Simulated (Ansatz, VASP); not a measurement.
**As in VASP and in Ansatz**

```
As
1.0
     2.83958    0.00000    0.00000
     0.00000    2.83958    0.00000
     0.00000    0.00000    2.83958
As
1
Direct
  0.00000 0.00000 0.00000
```

Alike in both runs: task single point; functional PBE; k mesh 13 × 13 × 13; occupations fermi-dirac, width 0.1 eV; no spin polarisation.

|  | VASP | Ansatz |
| --- | --- | --- |
| version | VASP 6.6.1 | Ansatz 0.2.0 |
| potentials or method | VASP PAW PBE potentials, release 64 (As) | plane waves (420 eV) with PAW, scalar-relativistic |
| plane-wave cutoff (eV) | 520 | 420 |
| valence electrons in the cell | 5 | 15 |

|  | VASP | Ansatz | Ansatz less VASP |
| --- | --- | --- | --- |
| pressure (GPa) | -7.2 | -7.2 | -0.05 |

The two sets of potentials don't hold the same shells in valence.
